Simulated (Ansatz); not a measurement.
# 2H-WS2 bilayer (2H stacking) in a perpendicular field

Wanted: the out-of-plane response of the 2H-WS2 bilayer (2H stacking). A positive field points along +c.

Calculated with Ansatz 0.2.0; plane-wave DFT, r2SCAN-D4, Ansatz PAW (set soft_1); PAW set soft_1, in the first sound run; inputs show where later runs differ.

### 1. Set-up

The cell holds 6 atoms: 4 S and 2 W. Cell: a = 3.180 Å, b = 3.180 Å, c = 50.951 Å, α = 90.0°, β = 90.0°, γ = 120.0°. Regions: layer 1: 2H-WS2, 3 atoms (2 S and 1 W); layer 2: 2H-WS2, 3 atoms (2 S and 1 W). Vacuum lies along c.

### 2. Relaxing the slab

The starting cell is a guess, so the in-plane lattice and the atoms are relaxed first, with the slab cut off from its images along the normal.

Input file input.yaml:

```yaml
crystal:
  lattice:
    - [3.18, 0.0, 0.0]
    - [-1.59, 2.753960784, 0.0]
    - [0.0, 0.0, 50.9512404664]
  atoms:
    - { symbol: S, position: [0.3333333333, 0.6666666667, 0.4023454544] }
    - { symbol: W, position: [0.0, 0.0, 0.4364527716] }
    - { symbol: S, position: [0.3333333333, 0.6666666667, 0.4705600887] }
    - { symbol: S, position: [0.0, 0.0, 0.5294399113] }
    - { symbol: W, position: [0.3333333333, 0.6666666667, 0.5635472284] }
    - { symbol: S, position: [0.0, 0.0, 0.5976545456] }
  periodic: [true, true, false]
kpoints:
  mp_grid: { grid: [12, 12, 1] }
hamiltonian:
  xc: r2scan
  dispersion: d4
  pseudopotentials: { kind: paw, azcp: { folder: soft_1 } }
scf:
  occupations: { method: fermi_dirac, width: 0.05 }
  convergence: { dr2_threshold: 1.0e-09 }
relax:
  f_tol: 0.004
  max_steps: 90
  cell: {}
output:
  write_potential: true
  write_density: true
  volumetric_format: npy
```

Started as:

```sh
ansatz run input.yaml --threads 4 --pin off --max-ram 6144MiB --backend cpu --events-out ev --progress --plain --runs-dir out
```

Numbers of over 12 decimals in the logs are rounded to 6 here.

Log:

```text
Warning: relax.cell: scf.convergence.dr2_threshold = 1e-9 eV is looser than the 1.50734076334e-10 eV advised for a relaxation that steers and ends on the stress (1e-10 eV for each atom of the cell: 6, times the square of relax.cell.stress_2d_tol = 0.05 N/m over 20.0 Å (the atoms' height at the walk's start and 5 Å past either face), 2.506e-2 GPa, over a crystal's default 0.05). What an SCF threshold leaves in a stress goes as its square root, and in the free energy as the threshold itself, and one threshold admits the most on a small cell: [figures from the program's tests cut] Set scf.convergence.dr2_threshold to 1.50734076334e-10 eV or tighter. [rest of the remark cut]
Engine: ansatz 0.2.0, aarch64-unknown-linux-gnu
Pseudopotentials: kind: paw
Pseudopotential: S, paw, valence charge 6, recommended cutoff 500 eV (meta_gga), soft_1/S.paw.azcp
Pseudopotential: W, paw, valence charge 14, recommended cutoff 500 eV (meta_gga), soft_1/W.paw.azcp
Functional definition: r2SCAN
  parameter k0 = 0.174
  parameter k1 = 0.065
  parameter a1 = 4.9479
  exchange = r2scan_x(k0 = k0, k1 = k1, a1 = a1)
  correlation = r2scan_c
Crystal: 6 atoms, lattice volume = 446.210 Å³
Basis set: ecut = 500 eV, 11291 PW (Γ), exchange–correlation on 96×96×1500 points (64 copies of the dense FFT grid, shifted against one another)
Bands: 32, of which v1, the nominal top of the filled ones, is band 26 counted from 1 (25 counted from 0)
Symmetry: 12 space group operations
Space group: P-3m1 (ITA 164), of the structure as read, at distance tolerance 7.6e-5 Å
k-points: 19 of 144
Non-local potential: S, projectors of the file, l = 0: 2, l = 1: 2, l = 2: 1
Non-local potential: W, projectors of the file, l = 0: 3, l = 1: 2, l = 2: 2, l = 3: 1
PAW form: soft (Blöchl's): semilocal exchange-correlation on the pseudo side does not see the compensation charge
PAW frozen core: S, regenerated for the run's functional (the file was generated under x = pbe(κ = 0.804, μ = 0.219515), c = pbe(β = 0.066725))
PAW frozen core: W, regenerated for the run's functional (the file was generated under x = pbe(κ = 0.804, μ = 0.219515), c = pbe(β = 0.066725))
PAW one-centre angular grid: S, 302 points (default); XC on 160 Gauss nodes
PAW one-centre angular grid: W, 590 points (default); XC on 160 Gauss nodes
Initial density: superposition of atomic densities (neutral atoms: chi_scale 0, normalization atom)
Initial wavefunctions: pseudopotential atomic-orbital guess
Functional: x = r2scan, c = r2scan; τ floored in thin density (d = 2e-4 eV/Å³)
SCF iter   1: F=—  HF=-24425.070624 eV  |F-HF|=—  |Δ(HF+E_count)|=         —  Δρ=2.25e-2  dr2=2.67e0  dr2_τ=1.92e-1  ethr=3.10e-3  ⟨swp⟩=14.7  Hψ=4785  notcnv=0
preconditioner: auto → Resta (q_TF=auto, 1.907 Å⁻¹)  ε∞=2.6  [insulator: Δε(μ)=1.259 eV  Ē_g=8.454 eV  σ=0.050 eV  W_gap=1.00  n_scr=30 (ndim 8)  ℏωp=10.5 eV  f_vac=0.728  D(μ)=0.00/eV (n_scr^D=0)  ε∞_Penn≈2.6  vacuum switching on, ρ_ref=5.2e-3 e/Å³]
SCF iter   2: F=—  HF=-24424.870321 eV  |F-HF|=—  |Δ(HF+E_count)|=   2.00e-1  Δρ=1.07e-2  dr2=1.17e0  dr2_τ=1.71e-1  ethr=3.10e-3  ⟨swp⟩=4.2  Hψ=1582  notcnv=0  defer=17
SCF iter   3: F=—  HF=-24424.819549 eV  |F-HF|=—  |Δ(HF+E_count)|=   5.08e-2  Δρ=8.34e-3  dr2=5.10e-1  dr2_τ=3.18e-2  ethr=2.24e-3  ⟨swp⟩=3.8  Hψ=1315  notcnv=0  defer=18
SCF iter   4: F=—  HF=-24424.775596 eV  |F-HF|=—  |Δ(HF+E_count)|=   4.40e-2  Δρ=2.13e-3  dr2=1.19e-2  dr2_τ=6.02e-4  ethr=9.81e-4  ⟨swp⟩=3.7  Hψ=1250  notcnv=0  defer=19
SCF iter   5: F=—  HF=-24424.782584 eV  |F-HF|=—  |Δ(HF+E_count)|=   6.99e-3  Δρ=5.30e-4  dr2=6.30e-3  dr2_τ=3.12e-4  ethr=2.28e-5  ⟨swp⟩=3.8  Hψ=1682  notcnv=0  defer=18
SCF iter   6: F=—  HF=-24424.782232 eV  |F-HF|=—  |Δ(HF+E_count)|=   3.52e-4  Δρ=3.05e-4  dr2=1.16e-3  dr2_τ=8.74e-5  ethr=1.21e-5  ⟨swp⟩=2.7  Hψ=874  notcnv=0  defer=18
SCF iter   7: F=—  HF=-24424.782326 eV  |F-HF|=—  |Δ(HF+E_count)|=   9.37e-5  Δρ=1.35e-4  dr2=8.51e-5  dr2_τ=3.64e-6  ethr=2.22e-6  ⟨swp⟩=3.6  Hψ=1169  notcnv=0  defer=18
SCF iter   8: F=—  HF=-24424.782448 eV  |F-HF|=—  |Δ(HF+E_count)|=   1.23e-4  Δρ=2.60e-5  dr2=7.54e-6  dr2_τ=3.50e-7  ethr=1.64e-7  ⟨swp⟩=3.3  Hψ=1377  notcnv=0  defer=18
SCF iter   9: F=—  HF=-24424.782457 eV  |F-HF|=—  |Δ(HF+E_count)|=   8.64e-6  Δρ=1.47e-5  dr2=9.32e-7  dr2_τ=1.67e-7  ethr=1.45e-8  ⟨swp⟩=3.5  Hψ=1358  notcnv=0  defer=18
SCF iter  10: F=—  HF=-24424.782413 eV  |F-HF|=—  |Δ(HF+E_count)|=   4.39e-5  Δρ=4.31e-6  dr2=1.72e-7  dr2_τ=1.11e-8  ethr=1.79e-9  ⟨swp⟩=3.6  Hψ=1415  notcnv=0  defer=18
SCF iter  11: F=—  HF=-24424.782413 eV  |F-HF|=—  |Δ(HF+E_count)|=   6.26e-9  Δρ=9.83e-7  dr2=8.55e-9  dr2_τ=5.75e-10  ethr=3.31e-10  ⟨swp⟩=3.3  Hψ=1274  notcnv=0  defer=18
SCF iter  12: F=-24424.782413 eV  HF=-24424.782413 eV  |F-HF|=5.38e-10  |Δ(HF+E_count)|=  2.44e-10  Δρ=2.30e-7  dr2=9.20e-10  dr2_τ=2.87e-11  ethr=1.92e-12  ⟨swp⟩=11.9  Hψ=6204  notcnv=0
SCF 1 converged in 12 iterations: F = -24424.782413 eV  dr2 = 9.20e-10
  greatest PAW one-centre occupation: 1.000 electrons in one spin orbital (limit 2), on the W atom at site 4 (counted from 0), in its partial waves of l = 0
relax step   1: F+E_penalty+E_count = -24424.78241300 eV  Δ(F+E_penalty+E_count) = +0.000e0 eV  max|allowed force component| = 2.986e0 eV/Å  Δτ_max = 0.0000 Å  P = -11.791 N/m  Ω = 446.210 Å³  fix = [c, alpha, beta]  reactions: c -0.000 N/m  (12 SCF iters, accepted)
Crystal: 6 atoms, lattice volume = 443.765 Å³
Basis set: ecut = 500 eV, 11219 PW (Γ), exchange–correlation on 96×96×1500 points (64 copies of the dense FFT grid, shifted against one another)
Initial density: handed on by an earlier stage of this run
Initial wavefunctions: those handed on with the density
iter 1 solved again at ethr=1.10e-3 eV; its pass at ethr=3.10e-3 eV (dr2=5.73e-1 eV) is discarded
SCF iter   1: F=—  HF=-24425.509339 eV  |F-HF|=—  |Δ(HF+E_count)|=         —  Δρ=8.79e-3  dr2=5.96e-1  dr2_τ=5.98e-1  ethr=1.10e-3  ⟨swp⟩=1.8  Hψ=5823  notcnv=0
preconditioner: auto → Resta (q_TF=auto, 1.909 Å⁻¹)  ε∞=2.4  [insulator: Δε(μ)=1.353 eV  Ē_g=8.801 eV  σ=0.050 eV  W_gap=1.00  n_scr=30 (ndim 8)  ℏωp=10.6 eV  f_vac=0.740  D(μ)=0.00/eV (n_scr^D=0)  ε∞_Penn≈2.4  vacuum switching on, ρ_ref=5.6e-3 e/Å³]
SCF iter   2: F=—  HF=-24425.958446 eV  |F-HF|=—  |Δ(HF+E_count)|=   4.49e-1  Δρ=5.14e-3  dr2=2.71e-1  dr2_τ=3.88e-2  ethr=1.10e-3  ⟨swp⟩=4.5  Hψ=1470  notcnv=0
SCF iter   3: F=—  HF=-24425.919043 eV  |F-HF|=—  |Δ(HF+E_count)|=   3.94e-2  Δρ=2.78e-3  dr2=2.38e-2  dr2_τ=3.14e-3  ethr=5.22e-4  ⟨swp⟩=4.6  Hψ=1331  notcnv=0  defer=22
[...]
SCF iter  10: F=—  HF=-24425.937452 eV  |F-HF|=—  |Δ(HF+E_count)|=   5.28e-8  Δρ=6.55e-7  dr2=3.47e-9  dr2_τ=1.25e-10  ethr=1.38e-10  ⟨swp⟩=3.4  Hψ=1384  notcnv=0  defer=11
SCF iter  11: F=-24425.937452 eV  HF=-24425.937452 eV  |F-HF|=2.04e-10  |Δ(HF+E_count)|=   3.62e-9  Δρ=1.06e-7  dr2=1.37e-10  dr2_τ=1.07e-11  ethr=1.92e-12  ⟨swp⟩=14.4  Hψ=5784  notcnv=0
SCF 3 converged in 11 iterations: F = -24425.937452 eV  dr2 = 1.37e-10
relax step   3: F+E_penalty+E_count = -24425.93745205 eV  Δ(F+E_penalty+E_count) = -1.688e-2 eV  max|allowed force component| = 1.132e-1 eV/Å  Δτ_max = 0.1624 Å  P = -0.274 N/m  Ω = 444.068 Å³  energy of the carried Pulay correction = +9.271e-5 eV  fix = [c, alpha, beta]  reactions: c -0.000 N/m  (11 SCF iters, accepted)
[...]
relax step   4: F+E_penalty+E_count = -24425.93973745 eV  Δ(F+E_penalty+E_count) = -2.285e-3 eV  max|allowed force component| = 2.003e-2 eV/Å  Δτ_max = 0.0343 Å  P = -0.008 N/m  Ω = 443.972 Å³  energy of the carried Pulay correction = +9.690e-5 eV  fix = [c, alpha, beta]  reactions: c -0.000 N/m  (12 SCF iters, accepted)
[...]
relax step   5: F+E_penalty+E_count = -24425.93989291 eV  Δ(F+E_penalty+E_count) = -1.555e-4 eV  max|allowed force component| = 1.948e-3 eV/Å  Δτ_max = 0.0100 Å  P = +0.030 N/m  Ω = 444.016 Å³  energy of the carried Pulay correction = +9.499e-5 eV  fix = [c, alpha, beta]  reactions: c +0.000 N/m  (10 SCF iters, accepted)
[...]
relax step   6: F+E_penalty+E_count = -24425.93990175 eV  Δ(F+E_penalty+E_count) = -8.841e-6 eV  max|allowed force component| = 2.335e-3 eV/Å  Δτ_max = 0.0042 Å  P = -0.010 N/m  Ω = 444.069 Å³  energy of the carried Pulay correction = +9.269e-5 eV  fix = [c, alpha, beta]  reactions: c -0.000 N/m  (9 SCF iters, accepted)
Initial wavefunctions: pseudopotential atomic-orbital guess (no wavefunctions were taken with the density)
iter 1 solved again at ethr=3.69e-7 eV; its pass at ethr=3.10e-3 eV (dr2=1.92e-4 eV) is discarded
SCF iter   1: F=—  HF=-24425.939853 eV  |F-HF|=—  |Δ(HF+E_count)|=         —  Δρ=3.89e-6  dr2=2.30e-8  dr2_τ=5.48e-8  ethr=3.69e-7  ⟨swp⟩=6.6  Hψ=8350  notcnv=0
eigensolver tolerance schedule: the retry pair's looser diagonalisation over-reported the residual by 8351.35 of it (diagonalisation noise at 175.86 of the residual, at the tolerance the schedule requests for it); recorded, not acted on — ethr = c·dr2/N_el stays at c = 1.0e-1
preconditioner: auto → Resta (q_TF=auto, 1.908 Å⁻¹)  ε∞=2.4  [insulator: Δε(μ)=1.539 eV  Ē_g=8.864 eV  σ=0.050 eV  W_gap=1.00  n_scr=30 (ndim 8)  ℏωp=10.6 eV  f_vac=0.742  D(μ)=0.00/eV (n_scr^D=0)  ε∞_Penn≈2.4  vacuum switching on, ρ_ref=5.7e-3 e/Å³]
SCF iter   2: F=—  HF=-24425.939808 eV  |F-HF|=—  |Δ(HF+E_count)|=   4.54e-5  Δρ=1.79e-6  dr2=2.31e-8  dr2_τ=3.14e-9  ethr=4.42e-11  ⟨swp⟩=6.3  Hψ=2635  notcnv=0
SCF iter   3: F=—  HF=-24425.939808 eV  |F-HF|=—  |Δ(HF+E_count)|=   1.56e-9  Δρ=1.16e-6  dr2=2.80e-9  dr2_τ=1.39e-9  ethr=4.42e-11  ⟨swp⟩=2.6  Hψ=890  notcnv=0
SCF iter   4: F=—  HF=-24425.939808 eV  |F-HF|=—  |Δ(HF+E_count)|=   1.35e-9  Δρ=5.09e-7  dr2=1.15e-9  dr2_τ=1.78e-10  ethr=1.92e-12  ⟨swp⟩=18.3  Hψ=6155  notcnv=0
SCF iter   5: F=-24425.939808 eV  HF=-24425.939808 eV  |F-HF|=2.18e-11  |Δ(HF+E_count)|=  4.04e-10  Δρ=1.05e-7  dr2=1.04e-10  dr2_τ=6.87e-12  ethr=1.92e-12  ⟨swp⟩=11.4  Hψ=4472  notcnv=0
SCF 7 converged in 5 iterations: F = -24425.939808 eV  dr2 = 1.04e-10
relax step   7: F+E_penalty+E_count = -24425.93980760 eV  Δ(F+E_penalty+E_count) = +9.415e-5 eV  max|allowed force component| = 2.329e-3 eV/Å  Δτ_max = 0.0000 Å  P = -0.010 N/m  Ω = 444.069 Å³  fix = [c, alpha, beta]  reactions: c -0.000 N/m  stress off target by 1.05e-2 N/m on what of the cell is left free  SCF on the basis re-selected at this cell (its energy is not comparable with the rows above)  (5 SCF iters)
basis re-selected at this cell: Δ(F+E_penalty+E_count) = +9.415e-5 eV, ΔP = -0.000 N/m vs the last step (what re-selecting the basis moved, of the pressure what is left beyond the Pulay correction that the steps carried, after the strain that the cell walked since its last selection, with what the two solves' SCF thresholds leave and, on support functions, any second-order correction that the steps lacked; it is no m [...]
WARN: The output density's exchange-correlation potential varies sharply where the density is thin. Do not read a vacuum level from v_tot or v_xc, or from such a field of the output density. On a cell that repeats whose density bears no net charge and no dipole along the vacuum's axis use v_es (v_loc + v_h of the components); under efield.dipole_correction with no amplitude use v_es + v_field, which holds any externa [...]
SCF converged after 5 iterations
Free energy (F): -24425.939808 eV
Harris-Foulkes:  -24425.939808 eV  (|F-HF|=2.18e-11)
Internal energy: -24425.939808 eV  (E = F + TS)
E sigma→0 (E₀):  -24425.939808 eV
Entropy (-TS):   -0.000000 eV (-0.000 meV/atom)
Fermi energy:    -4.778360 eV
--- Per-component energies (eV) ---
  E_band       = -1289.189900
  E_kinetic    = 1269.886574
  E_local      = -252390.741781  (includes V_loc(G=0)·N_el)
  E_nonlocal   = 87.539148
  E_hartree    = 125471.855372
  E_xc         = -838.154072
  E_vxc        = -864.004636  (∫ρ·V_xc dr)
  E_paw        = -19683.394859  (= ΣΔE_a)
  E_vpaw       = -379.250176  (= ΣTr[D̂ρ^β])
  E_aug_tail   = 0.000132  (compensation charges beyond the density's cutoff)
  E_vtau       = 43.670446  (kinetic-family band-sum trace: ∫τ·v_τ [+ j·A + Jᵃ·Aᵃ] dr)
  E_ewald      = 121659.458064
  E_disp       = -0.773012  (pairwise vdW)
  E_core_change = -1.615374  (= ΣΔE_core)
  E_smearing   = -0.000000  (= −TS)
  E_closure    = 0.000000  (closes the sum)
  Σ components = -24425.939808   (vs F -24425.939808, Δ=0.00e0)
--- Forces (eV/Å), atoms counted from 1 ---
  atom   1  S      0.00000000    -0.00000000     0.00232900
  atom   2  W      0.00000000     0.00000000     0.00017220
  atom   3  S      0.00000000    -0.00000000    -0.00231429
  atom   4  S     -0.00000000     0.00000000     0.00231429
  atom   5  W      0.00000000    -0.00000000    -0.00017220
  atom   6  S     -0.00000000     0.00000000    -0.00232900
  max |Σ_I F_I| component: 2.31e-17 eV/Å
--- 2D stress c σ (N/m, compression-positive) ---
       -0.010472       0.000000      -0.000000
        0.000000      -0.010472       0.000000
       -0.000000       0.000000      -0.000000
  P = ½ c Tr σ = -0.0105 N/m
--- Band table (eV; the first three rows and the last of 19) ---
  k-point 0: bands = [... 22 lower, -7.6676, -7.6637, -6.1238, -5.5114, -2.8209, -2.8209, -2.8134, -2.8134, ... 2 higher]
  k-point 1: bands = [... 22 lower, -7.5718, -7.2432, -6.1584, -5.6620, -2.9387, -2.8991, -2.8986, -2.8428, ... 2 higher]
  k-point 2: bands = [... 22 lower, -7.5938, -7.2066, -6.3605, -6.1451, -3.4357, -3.1494, -3.0553, -2.9619, ... 2 higher]
  k-point 18: bands = [... 22 lower, -8.4215, -8.4215, -5.9802, -5.8992, -3.9726, -3.9726, -2.6238, -2.0847, ... 2 higher]
  the weakly bound empty levels are not read free of the cell's end (no_gap_told)
--- Relaxed structure (6 steps of the walk, 6 accepted, 1 SCFs on fresh bases) ---
  F+E_penalty+E_count = -24425.93980760 eV   max|allowed force component| = 2.329e-3 eV/Å   (the final SCF, on the basis selected at the relaxed cell)
  cell:  # Å, volume = 444.0689 Å³
    - [3.172360, 0, 0]
    - [-1.586180, 2.747344, 0]
    - [0, 0, 50.9512404664]
  atoms:
    - { symbol: S, position: [0.333333, 0.666667, 0.407702] }
    - { symbol: W, position: [1.0371046982592636e-17, -5.088522196306342e-17, 0.438340] }
    - { symbol: S, position: [0.333333, 0.666667, 0.468976] }
    - { symbol: S, position: [1.0191028211200053e-17, -5.0885221963063393e-17, 0.531024] }
    - { symbol: W, position: [0.333333, 0.666667, 0.561660] }
    - { symbol: S, position: [6.0759749909536195e-18, -5.0885221963063393e-17, 0.592298] }
```

Wall time 94 s (4 threads of Arm Neoverse V1, shared host); peak memory 1.9 GiB; 6.2 min of CPU time.

The steps of the relaxation:

```tsv
step	energy less that of the first step (eV)	largest force component (eV/Å)	volume (Å³)
1	0.0000	2.9861	446.21
2	-1.1382	0.3948	443.77
3	-1.1550	0.1132	444.07
4	-1.1573	0.0200	443.97
5	-1.1575	0.0019	444.02
6	-1.1575	0.0023	444.07
7*	-1.1574	0.0023	444.07
```

Relaxation steps marked * repeat the geometry before them on a plane-wave basis chosen anew for their cell, so energy and pressure can jump there.

Forces are held to the 12 operations that the run works with; a distortion that breaks them can't arise in this run.

```tsv
cell as run	before	after	change
a (Å)	3.180	3.172	-0.2 %
b (Å)	3.180	3.172	-0.2 %
```

The atoms that moved most (Å, along periodic axes as changes of fractional coordinates times the final cell, across vacuum about the mean position):

```tsv
atom	dx	dy	dz	length
S1	0.000	0.000	0.273	0.273
S6	0.000	0.000	-0.273	0.273
W2	0.000	0.000	0.096	0.096
W5	0.000	0.000	-0.096	0.096
S3	0.000	0.000	-0.081	0.081
S4	0.000	0.000	0.081	0.081
```

Final coordinates:

```xyz
6
Lattice="3.1724 0.0000 0.0000 -1.5862 2.7473 0.0000 0.0000 0.0000 50.9512" Properties=species:S:1:pos:R:3
S     0.0000    1.8316   20.7729
W     0.0000    0.0000   22.3340
S     0.0000    1.8316   23.8949
S     0.0000    0.0000   27.0563
W     0.0000    1.8316   28.6173
S     0.0000    0.0000   30.1783
```

The lattice constant a goes from 3.180 to 3.172 Å.

(Part 1 of 4 ends here.)

[Logs are printed without paths, hosts, clocks, repeated set-up lines and the standing remarks that a program may print on its own settings, such as how far it seeks lower states.]

[Hosts, paths, dates, database ids (printed as entryN), source tags and the programs' standing remarks are cut or masked in the printed files.]

[Maps of the electrostatic potential energy from Ansatz leave out the sawtooth potential of an applied field or a dipole correction, so their vacuum need not be flat; planar profiles and work functions include it.]
